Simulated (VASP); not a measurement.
# MgO: optical spectrum of independent particles, by functional

MgO, P6_3/mmc (no. 194), 4 atoms in the cell.

| Functional | ε at zero frequency, electronic | Mean energy of the absorption, weighted by Im ε (eV) | Refractive index at 633 nm | Refractive index at 1064 nm | Direct gap on the mesh (eV) | Time (s) |
|---|---|---|---|---|---|---|
| PBE | 2.99 | 11.82 | 1.76 | 1.74 | 3.44 | 6.2 |
| LDA | 3.07 | 11.65 | 1.79 | 1.76 | 3.34 | 5.7 |
| PBEsol | 3.06 | 11.69 | 1.78 | 1.76 | 3.32 | 6.6 |
| r2SCAN | 2.74 | 12.67 | 1.68 | 1.66 | 4.09 | 37 |
| SCAN | 2.76 | 12.61 | 1.68 | 1.67 | 4.03 | 39 |

Limits: The 6×6×6 mesh is coarse for a spectrum: peaks stand apart that a denser mesh merges; the pull between electron and hole is left out; the onset follows the functional's gap, which semilocal functionals usually make too small.

## Input of the first row

INCAR:
```
PREC = Accurate ; ENCUT = 460
ISMEAR = 0 ; SIGMA = 0.02
EDIFF = 1E-7 ; LASPH = True
KPAR = 4 ; LWAVE = True
LCHARG = False ; LOPTICS = True
ALGO = Normal ; NBANDS = 32
NEDOS = 2000 ; CSHIFT = 0.1
GGA = PE
```

KPOINTS:
```
k-points
0
Gamma
  6 6 6
```

POSCAR:
```
MgO
1.0
    3.4863778627      0.0000000000      0.0000000000
   -1.7431889314      3.0192917963      0.0000000000
    0.0000000000      0.0000000000      4.1780412200
Mg O
2 2
Direct
    0.3333333333      0.6666666667      0.2500000000
    0.6666666667      0.3333333333      0.7500000000
    0.3333333333      0.6666666667      0.7500000000
    0.6666666667      0.3333333333      0.2500000000
```

Commands:
```
cat potpaw_PBE.64/Mg/POTCAR potpaw_PBE.64/O/POTCAR > POTCAR
mpirun -np 4 vasp_std > vasp.out
```

Changes of the last row against the first:
```
- GGA = PE
+ METAGGA = SCAN
+ LMIXTAU = True
```

VASP 6.6.1 took 6.2 s on 4 cores (AMD EPYC 9R45 (Zen 5)), a shared host.
